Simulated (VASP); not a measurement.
# LiF (I4mm) in VASP: notebook

Runs on LiF. Level: PBEsol. Tasks: single point.

All numbers are computed with VASP 6.6.1; they aren't measurements. Logs are shortened: lines on timing, memory, paths and dates and some standing lists are left out, and cuts for length are marked.

**1. The cell of the first run**

Symmetry: I4mm, No. 107, tetragonal system. Conventional cell: a = 2.848 Å, b = 2.848 Å, c = 4.028 Å, α = 90.00°, β = 90.00°, γ = 90.00°. Li (site symmetry 4mm) is surrounded by 5 F at 1.79 to 2.03 Å. F (site symmetry 4mm) has 5 Li at 1.79 to 2.03 Å as nearest neighbours.

Measurements of this composition are mostly on another form, of space group No. 225.

**2. Single point, PBEsol (atom 1 (Li) moved by (-0.225, +0.000) A along x and y)**

Contents of INCAR:

```
PREC = Accurate
ENCUT = 520
EDIFF = 1E-6
ISMEAR = 0
SIGMA = 0.05
LREAL = False
LASPH = True
NELM = 60
ALGO = Normal
ISIF = 2
LWAVE = False
LCHARG = True
GGA = PS
LELF = True
LVHAR = True
NBANDS = 12
```

Contents of KPOINTS:

```
regular mesh
0
Gamma
  10 10 10
```

Contents of POSCAR:

```
LiF
1.0
    0.0000000000      2.0140000000      2.0140000000
    2.0140000000      0.0000000000      2.0140000000
    2.0140000000      2.0140000000      0.0000000000
Li F
1 1
Direct
    0.0558589871     -0.0558589871     -0.0558589871
    0.5000000000      0.5000000000      0.5000000000
```

Potentials or basis: VASP PAW PBE potentials, release 64 (Li_sv, F).

Started as:

```console
$ cat potpaw_PBE.64/Li_sv/POTCAR potpaw_PBE.64/F/POTCAR > POTCAR
$ mpirun -np 1 vasp_std > vasp.out
```

OUTCAR:

```text
PREC = Accurate
   ENCUT = 520
   EDIFF = 1E-6
   ISMEAR = 0
   LREAL = False
   LASPH = True
   NELM = 60
   ISIF = 2
   GGA = PS

 ion  position               nearest neighbor table
   1  0.056  0.944  0.944-   2 1.79   2 2.03   2 2.03   2 2.03   2 2.03   2 2.24
   2  0.500  0.500  0.500-   1 1.79   1 2.03   1 2.03   1 2.03   1 2.03   1 2.24

  LATTYP: Found a face centered cubic cell.
 ALAT       =     4.0280000000

  Lattice vectors:

 A1 = (   0.0000000000,   2.0140000000,   2.0140000000)
 A2 = (   2.0140000000,   0.0000000000,   2.0140000000)
 A3 = (   2.0140000000,   2.0140000000,   0.0000000000)

Analysis of symmetry for initial positions (statically):
=====================================================================
 Subroutine PRICEL returns:
 Original cell was already a primitive cell.

 Routine SETGRP: Setting up the symmetry group for a
 face centered cubic supercell.

 Subroutine GETGRP returns: Found  8 space group operations
 (whereof  8 operations were pure point group operations)
 out of a pool of 48 trial point group operations.

The static configuration has the point symmetry C_4v.

Analysis of symmetry for dynamics (positions and initial velocities):
=====================================================================
 Subroutine PRICEL returns:
 Original cell was already a primitive cell.

 Routine SETGRP: Setting up the symmetry group for a
 face centered cubic supercell.

 Subroutine GETGRP returns: Found  8 space group operations
 (whereof  8 operations were pure point group operations)
 out of a pool of 48 trial point group operations.

The dynamic configuration has the point symmetry C_4v.

 Subroutine INISYM returns: Found  8 space group operations
 (whereof  8 operations are pure point group operations),
 and found     1 'primitive' translations

----------------------------------------------------------------------------------------

                                     Primitive cell

  volume of cell :      16.3384

  direct lattice vectors                    reciprocal lattice vectors
     0.000000000  2.014000000  2.014000000    -0.248262165  0.248262165  0.248262165
     2.014000000  0.000000000  2.014000000     0.248262165 -0.248262165  0.248262165
     2.014000000  2.014000000  0.000000000     0.248262165  0.248262165 -0.248262165

  length of vectors
     2.848226115  2.848226115  2.848226115     0.430002683  0.430002683  0.430002683

  position of ions in fractional coordinates (direct lattice)
     0.055858987  0.944141013  0.944141013
     0.500000000  0.500000000  0.500000000

  ion indices of the primitive-cell ions
   primitive index   ion index
                 1           1
                 2           2

----------------------------------------------------------------------------------------

 KPOINTS: regular mesh

Automatic generation of k-mesh.
 Grid dimensions read from file:
 generate k-points for:   10   10   10

 Generating k-lattice:

  Cartesian coordinates                     Fractional coordinates (reciprocal lattice)
    -0.024826216  0.024826216  0.024826216     0.100000000  0.000000000  0.000000000
     0.024826216 -0.024826216  0.024826216     0.000000000  0.100000000  0.000000000
     0.024826216  0.024826216 -0.024826216     0.000000000  0.000000000  0.100000000

  Length of vectors
     0.043000268  0.043000268  0.043000268

  Shift w.r.t. Gamma in fractional coordinates (k-lattice)
     0.000000000  0.000000000  0.000000000

 Subroutine IBZKPT returns following result:
 ===========================================

 Found    102 irreducible k-points:

 Following reciprocal coordinates:
            Coordinates               Weight
  0.000000  0.000000  0.000000      1.000000
  0.100000  0.000000  0.000000      8.000000
  0.200000  0.000000  0.000000      8.000000
  0.300000  0.000000  0.000000      8.000000
  0.400000  0.000000  0.000000      8.000000
  0.500000  0.000000  0.000000      4.000000
[... 16 lines left out ...]
 -0.100000  0.100000  0.000000      8.000000
  0.000000 -0.100000  0.100000      4.000000
 [... further k-points ...]
   k-points           NKPTS =    102   k-points in BZ     NKDIM =    102   number of bands    NBANDS=     12
   number of dos      NEDOS =    301   number of ions     NIONS =      2
   total plane-waves  NPLWV =  13824
   dimension x,y,z NGX =    24 NGY =   24 NGZ =   24
   dimension x,y,z NGXF=    48 NGYF=   48 NGZF=   48
   ions per type =               1   1
   NGX,Y,Z   is equivalent  to a cutoff of  14.01, 14.01, 14.01 a.u.
   NGXF,Y,Z  is equivalent  to a cutoff of  28.02, 28.02, 28.02 a.u.
 SYSTEM =  unknown system
   PREC   = accura    normal or accurate (medium, high low for compatibility)
   ISTART =      0    job   : 0-new  1-cont  2-samecut
   ICHARG =      2    charge: 1-file 2-atom 10-const
   ISPIN  =      1    spin polarized calculation?
   LNONCOLLINEAR =      F non collinear calculations
   LSORBIT =      F    spin-orbit coupling
   LASPH  =      T    aspherical Exc in radial PAW
   ENCUT  =  520.0 eV  38.22 Ry    6.18 a.u.   5.30  5.30  5.30*2*pi/ulx,y,z
   NELM   =     60;   NELMIN=  2; NELMDL= -5     # of ELM steps
   EDIFF  = 0.1E-05   stopping-criterion for ELM
   LREAL  =      F    real-space projection
   EDIFFG = 0.1E-04   stopping-criterion for IOM
   NSW    =      0    number of steps for IOM
   IBRION =     -1    ionic relax: 0-MD 1-quasi-New 2-CG
   NFREE  =      0    steps in history (QN), initial steepest desc. (CG)
   ISIF   =      2    stress and relaxation
   ISYM   =      2    0-nonsym 1-usesym 2-fastsym
   POTIM  = 0.5000    time-step for ionic-motion
   TEBEG  =    0.0;   TEEND  =   0.0 temperature during run
   PSTRESS=    0.0 pullay stress
   NELECT =      10.0000    total number of electrons
   NUPDOWN=      -1.0000    fix difference up-down
   EMIN   =  10.00;   EMAX   =-10.00  energy-range for DOS
   EFERMI =   0.00;   METHOD = LEGACY
   ISMEAR =     0;   SIGMA  =   0.05  broadening in eV -4-tet -1-fermi 0-gaus
   EFERMI_NEDOS =   21; number of points for ismear=-14 and -15
   IALGO  =     38    algorithm
   IMIX   =      4    mixing-type and parameters
     AMIX     =   0.40;   BMIX     =  1.00
     AMIX_MAG =   1.60;   BMIX_MAG =  1.00
  volume/ion in A,a.u.               =       8.17        55.13
  Fermi-wavevector in a.u.,A,eV,Ry     =   1.389970  2.626662 26.286674  1.932016
  Thomas-Fermi vector in A             =   2.513950
   LORBIT       =      0    0 simple, 1 ext, 2 COOP (PROOUT), +10 PAW based schemes
   GGA     = PS    functional components
   LHFCALC =     F    Hartree Fock is set to
   AEXX    =    0.0000 exact exchange contribution
   IVDW    =     0    specifies the selected vdW correction
   LEPSILON=     F    determine dielectric tensor
   LRPA    =     F    only Hartree local field effects (RPA)
 non-spin polarized calculation
 Gauss-broadening in eV      SIGMA  =   0.05
  energy-cutoff  :      520.00
  volume of cell :       16.34
 maximum number of plane-waves:       459
 NGX is ok and might be reduce to    24
   NGX = 11   NGY = 11   NGZ = 11

 number of electron      10.0000000 magnetization

 number of electron       9.9999998 magnetization

 Free energy of the ion-electron system (eV)
  ---------------------------------------------------
  ext. energy  EPLUGINS =         0.00000000
  ---------------------------------------------------
  free energy    TOTEN  =        -9.79862014 eV

  energy without entropy =       -9.79862014  energy(sigma->0) =       -9.79862014

 E-fermi :  -0.8352     XC(G=0): -10.1801

 val. band max:       -1.1154159988   @ k =   0.0000   0.0000   0.0000
 cond. band min:       7.7254027012   @ k =   0.0000   0.0000   0.0000
 fundamental gap:      8.8408187000
 Fermi energy:        -0.8352266752

 k-point     1 :       0.0000    0.0000    0.0000
  band No.  band energies     occupation
      1     -41.2825      2.00000
      2     -20.9870      2.00000
      3      -1.2001      2.00000
      4      -1.1154      2.00000
      5      -1.1154      2.00000
      6       7.7254      0.00000
      7      21.4801      0.00000
      8      21.4802      0.00000
      9      23.0735      0.00000
     10      23.1322      0.00000
     11      24.3730      0.00000
     12      24.3731      0.00000

 k-point     2 :       0.1000    0.0000    0.0000
  band No.  band energies     occupation
      1     -41.2760      2.00000
      2     -20.9484      2.00000
      3      -1.4489      2.00000
      4      -1.1836      2.00000
      5      -1.1402      2.00000
      6       8.0206      0.00000
      7      19.7795      0.00000
      8      20.9747      0.00000
      9      21.7712      0.00000
     10      23.5896      0.00000
     11      24.6044      0.00000
     12      24.8793      0.00000

 k-point     3 :       0.2000    0.0000    0.0000
  band No.  band energies     occupation
      1     -41.2595      2.00000
      2     -20.8466      2.00000
      3      -2.1385      2.00000
      4      -1.2569      2.00000
      5      -1.2036      2.00000
      6       8.6821      0.00000
      7      17.4624      0.00000
      8      19.8351      0.00000
      9      20.2844      0.00000
     10      24.6184      0.00000
     11      25.5173      0.00000
     12      25.9568      0.00000
[... 286 lines left out ...]
 k-point    23 :      -0.1000    0.1000    0.0000
  band No.  band energies     occupation
      1     -41.2663      2.00000
      2     -20.8897      2.00000
      3      -1.7851      2.00000
      4      -1.3290      2.00000
      5      -1.1652      2.00000
      6       8.4482      0.00000
      7      18.3074      0.00000
      8      20.0150      0.00000
      9      21.1476      0.00000
     10      23.3088      0.00000
     11      25.0040      0.00000
     12      26.6052      0.00000

 k-point    24 :       0.0000   -0.1000    0.1000
  band No.  band energies     occupation
      1     -41.2666      2.00000
      2     -20.8865      2.00000
      3      -1.7994      2.00000
      4      -1.3782      2.00000
      5      -1.1228      2.00000
      6       8.4794      0.00000
      7      18.5421      0.00000
      8      20.0499      0.00000
      9      20.6089      0.00000
     10      23.9791      0.00000
     11      24.4735      0.00000
     12      26.7888      0.00000

 [... further k-points ...]

------------------------ aborting loop because EDIFF is reached ----------------------------------------

  FORCE on cell =-STRESS in cart. coord.  units (eV):
  Direction    XX          YY          ZZ          XY          YZ          ZX
  --------------------------------------------------------------------------------------
  -------------------------------------------------------------------------------------
  Total        0.6529091     -0.1841780     -0.1841780      0.0000000      0.0000000     -0.0000000
  in kB       64.0257850    -18.0609273    -18.0609273      0.0000000      0.0000000     -0.0000000
  external PRESSURE =       9.3013101 kB  Pullay stress =       0.0000000 kB

 VOLUME and BASIS-vectors are now :
 -----------------------------------------------------------------------------
  energy-cutoff  :      520.00
  volume of cell :       16.34
      direct lattice vectors                 reciprocal lattice vectors
     0.000000000  2.014000000  2.014000000    -0.248262165  0.248262165  0.248262165
     2.014000000  0.000000000  2.014000000     0.248262165 -0.248262165  0.248262165
     2.014000000  2.014000000  0.000000000     0.248262165  0.248262165 -0.248262165

 POSITION                                       TOTAL-FORCE (eV/Angst)
 -----------------------------------------------------------------------------------
      3.80300      2.01400      2.01400         0.575218      0.000000      0.000000
      2.01400      2.01400      2.01400        -0.575218      0.000000      0.000000
 -----------------------------------------------------------------------------------
    total drift:                                0.000139     -0.000003     -0.000003

  FREE ENERGIE OF THE ION-ELECTRON SYSTEM (eV)
  ---------------------------------------------------
  free  energy   TOTEN  =        -9.7986201391 eV

  energy  without entropy=       -9.7986201391  energy(sigma->0) =       -9.79862014
```

It took 14 s on 1 thread of Intel Xeon Platinum 8259CL at 2.50GHz (Skylake/Cascade Lake), shared host; peak memory 0.14 GiB.

Results:

| Quantity | Value |
| --- | --- |
| Free energy | -9.7986 eV |
| Largest force | 0.575 eV/Å |
| Band gap on the k mesh | 8.84 eV, direct |

Forces in eV/Å, atoms in the order of the input:
```
Li   0.575  0.000  0.000
F   -0.575  0.000  0.000
```

Caveat: the cutoff is under 1.25 times the usual one of these potentials, so pressure, stress and relaxed cells hold a basis-set (Pulay) error; the PAW data sets were made with another functional, which shifts forces and pressure a little. A k mesh can miss the band edges.

**3. Single point, PBEsol (atom 1 (Li) moved by (-0.450, -0.450) A along x and y)**

Contents of INCAR:

```
SYSTEM = LiF
ALGO = Normal ; EDIFF = 1E-6
ENCUT = 520 ; GGA = PS
ISIF = 2 ; ISMEAR = 0
LASPH = .True. ; LCHARG = .False.
LREAL = .False. ; LWAVE = .False.
NBANDS = 12 ; NELM = 60
PREC = Accurate ; SIGMA = 0.05
```

Contents of KPOINTS:

```
k-points
0
Gamma
  10 10 10
  0 0 0
```

POSCAR: that of step 2 with these lines changed.

```diff
@@ -8,3 +8,3 @@
 Direct
-    0.0558589871     -0.0558589871     -0.0558589871
+    0.0000000000      0.0000000000     -0.2234359484
     0.5000000000      0.5000000000      0.5000000000
```

Potentials or basis: VASP PAW PBE potentials, release 64 (Li_sv, F).

Started as:

```console
$ cat potpaw_PBE.64/Li_sv/POTCAR potpaw_PBE.64/F/POTCAR > POTCAR
$ mpirun -np 1 vasp_std > vasp.out
```

OUTCAR:

```text
SYSTEM = LiF
   EDIFF = 1E-6
   ENCUT = 520
   GGA = PS
   ISIF = 2
   ISMEAR = 0
   LASPH = .True.
   LREAL = .False.
   NELM = 60
   PREC = Accurate

 ion  position               nearest neighbor table
   1  0.000  0.000  0.777-   2 1.63   2 1.63   2 2.11   2 2.11
   2  0.500  0.500  0.500-   1 1.63   1 1.63   1 2.11   1 2.11

  LATTYP: Found a face centered cubic cell.
 ALAT       =     4.0280000000

  Lattice vectors:

 A1 = (   0.0000000000,   2.0140000000,   2.0140000000)
 A2 = (   2.0140000000,   0.0000000000,   2.0140000000)
 A3 = (   2.0140000000,   2.0140000000,   0.0000000000)

Analysis of symmetry for initial positions (statically):
=====================================================================
 Subroutine PRICEL returns:
 Original cell was already a primitive cell.

 Routine SETGRP: Setting up the symmetry group for a
 face centered cubic supercell.

 Subroutine GETGRP returns: Found  4 space group operations
 (whereof  4 operations were pure point group operations)
 out of a pool of 48 trial point group operations.

The static configuration has the point symmetry C_2v.

Analysis of symmetry for dynamics (positions and initial velocities):
[... 177 lines left out ...]
      6       7.2362      0.00000
      7      20.0977      0.00000
      8      20.8027      0.00000
      9      22.9457      0.00000
     10      23.9146      0.00000
     11      25.1495      0.00000
     12      27.2187      0.00000
[... 331 lines left out ...]
 k-point    24 :       0.1000    0.0000    0.4000
  band No.  band energies     occupation
      1     -41.0519      2.00000
      2     -20.6672      2.00000
      3      -3.5749      2.00000
      4      -2.1131      2.00000
      5      -1.5423      2.00000
      6       9.8984      0.00000
      7      15.0416      0.00000
      8      17.7797      0.00000
      9      20.3401      0.00000
     10      25.5972      0.00000
     11      29.1755      0.00000
     12      30.3139      0.00000

 [... further k-points ...]

------------------------ aborting loop because EDIFF is reached ----------------------------------------

  FORCE on cell =-STRESS in cart. coord.  units (eV):
  Direction    XX          YY          ZZ          XY          YZ          ZX
  --------------------------------------------------------------------------------------
  -------------------------------------------------------------------------------------
  Total        2.6679464      2.6679464     -0.3373746     -1.2359761      0.0000000      0.0000000
  in kB      261.6250251    261.6250251    -33.0837340   -121.2026864      0.0000000      0.0000000
  external PRESSURE =     163.3887721 kB  Pullay stress =       0.0000000 kB

 VOLUME and BASIS-vectors are now :
 -----------------------------------------------------------------------------
  energy-cutoff  :      520.00
  volume of cell :       16.34
      direct lattice vectors                 reciprocal lattice vectors
     0.000000000  2.014000000  2.014000000    -0.248262165  0.248262165  0.248262165
     2.014000000  0.000000000  2.014000000     0.248262165 -0.248262165  0.248262165
     2.014000000  2.014000000  0.000000000     0.248262165  0.248262165 -0.248262165

 POSITION                                       TOTAL-FORCE (eV/Angst)
 -----------------------------------------------------------------------------------
      1.56400      1.56400      0.00000         1.255982      1.255982      0.000000
      2.01400      2.01400      2.01400        -1.255982     -1.255982      0.000000
 -----------------------------------------------------------------------------------
    total drift:                               -0.000122     -0.000122     -0.000007

  FREE ENERGIE OF THE ION-ELECTRON SYSTEM (eV)
  ---------------------------------------------------
  free  energy   TOTEN  =        -9.3811749557 eV

  energy  without entropy=       -9.3811749557  energy(sigma->0) =       -9.38117496
```

OSZICAR:

```text
N       E                     dE             d eps       ncg     rms          rms(c)
DAV:   1     0.382527737296E+02    0.38253E+02   -0.56515E+03  4200   0.860E+02
DAV:   2    -0.738294381672E+01   -0.45636E+02   -0.44721E+02  4880   0.203E+02
DAV:   3    -0.990613291726E+01   -0.25232E+01   -0.25039E+01  6568   0.398E+01
DAV:   4    -0.997253912691E+01   -0.66406E-01   -0.66398E-01  4608   0.565E+00
DAV:   5    -0.997320186967E+01   -0.66274E-03   -0.66274E-03  5176   0.443E-01    0.475E+00
DAV:   6    -0.937128720579E+01    0.60191E+00   -0.26795E+00  4412   0.105E+01    0.149E+00
DAV:   7    -0.937343999010E+01   -0.21528E-02   -0.27082E-02  4920   0.155E+00    0.935E-01
DAV:   8    -0.938111223137E+01   -0.76722E-02   -0.20502E-02  4284   0.154E+00    0.137E-01
DAV:   9    -0.938110791644E+01    0.43149E-05   -0.21423E-03  5304   0.398E-01    0.645E-02
DAV:  10    -0.938117329730E+01   -0.65381E-04   -0.31049E-04  4572   0.135E-01    0.837E-03
DAV:  11    -0.938117465985E+01   -0.13626E-05   -0.96468E-06  5296   0.311E-02    0.470E-03
DAV:  12    -0.938117495565E+01   -0.29580E-06   -0.12236E-06  4628   0.110E-02
   1 F= -.93811750E+01 E0= -.93811750E+01  d E =-.151050E-32
```

Run time: 22 s. Hardware: 1 thread of Intel Xeon Platinum 8259CL at 2.50GHz (Skylake/Cascade Lake), shared host; peak memory 0.15 GiB.

What came out:

```yaml
Free_energy: -9.3812 eV
Largest_force: 1.776 eV/Å
Band_gap_on_the_k_mesh: 8.36 eV, direct
```

Forces on the atoms (eV/Å):
```
Li   1.256  1.256  0.000
F   -1.256 -1.256  0.000
```

Levels at points of the mesh, in eV from the valence-band top:
```
           k point  band 3  band 4  band 5  band 6  band 7  band 8
(0.00, 0.00, 0.00)   -0.75   -0.06    0.00    8.36   21.22   21.93
(0.50, 0.00, 0.00)   -2.50   -0.49   -0.45   10.98   15.24   20.24
(0.00, 0.00, 0.50)   -2.86   -1.02   -0.33   11.28   15.56   19.72
(0.50, 0.50, 0.00)   -3.12   -1.72   -0.75   13.33   14.62   17.24
(0.00, 0.50, 0.50)   -2.82   -1.10   -1.04   12.86   15.02   17.21
```

Caveat: the cutoff is under 1.25 times the usual one of these potentials, so pressure, stress and relaxed cells hold a basis-set (Pulay) error; the PAW data sets were made with another functional, which shifts forces and pressure a little.

[end of part 1 of 2]
